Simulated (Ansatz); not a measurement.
Set up this calculation in Ansatz 0.2.0, as the native input.

* Task: projected density of states
* Functional: PBEsol
* Potentials or basis: Ansatz PAW
* Cutoff: 420 eV (not typed: the program's choice for these potentials)
* k mesh: 9 × 9 × 5
* Occupations: fermi-dirac, width 0.05 eV
* Spin: no spin polarisation
* Hubbard terms: Hf d U = 3 eV
* Hubbard projectors: ortho-atomic (the default)
* Double counting: fll (the default)

Crystal: HfC.

```
CELL_PARAMETERS angstrom
3.34287 0.00000 0.00000
-1.67143 2.89501 0.00000
0.00000 0.00000 5.20271
ATOMIC_POSITIONS crystal
Hf 0.33333 0.66667 0.25000
Hf 0.66667 0.33333 0.75000
C 0.00000 0.00000 0.50000
C 0.00000 0.00000 0.00000
```

The cell comes from a database or a generator and needn't be the stable form of this composition.

The input as run:

input.yaml

```yaml
crystal:
  lattice:
    - [3.3428660531, 0.0, 0.0]
    - [-1.6714330265, 2.8950069234, 0.0]
    - [0.0, 0.0, 5.202714]
  atoms:
    - { symbol: Hf, position: [0.3333333333, 0.6666666667, 0.25] }
    - { symbol: Hf, position: [0.6666666667, 0.3333333333, 0.75] }
    - { symbol: C, position: [0.0, 0.0, 0.5] }
    - { symbol: C, position: [0.0, 0.0, 0.0] }
hamiltonian:
  xc: pbesol
  pseudopotentials: { kind: paw }
  hubbard: { sites: [{ species: Hf, l: d, u_eff: 3.0 }] }
kpoints:
  mp_grid: { grid: [9, 9, 5] }
scf:
  occupations: { method: fermi_dirac, width: 0.05 }
  n_extra_bands: 10
output:
  forces: true
  stress: true
  eigenvalues: true
  dos: { projected: true, de: 0.05, nscf_kmesh: { grid: [14, 14, 8] } }
```

Potentials or basis: Ansatz PAW.

Command:

```console
$ ansatz run input.yaml --threads 2 --pin off --max-ram 5632MiB --backend cpu --events-out ev --progress --plain --runs-dir out
```

Results of the run:

```json
{
 "Pressure": "-3.1 GPa",
 "Band gap on the k mesh": "none (metal or under the smearing width)",
 "Density of states at the Fermi level": "0.49 states/eV per cell"
}
```

Caveat: U without spin polarisation on a metal has little footing; the PAW data sets come from PBE, with cores solved anew for the run's functional, which leaves a small shift of forces and pressure; the U is typed as a test and isn't derived for this compound.

It took 34 s on 2 threads of Intel(R) Xeon(R) Processor @ 2.50GHz (Skylake/Cascade Lake) (shared host), peak memory 0.49 GiB.
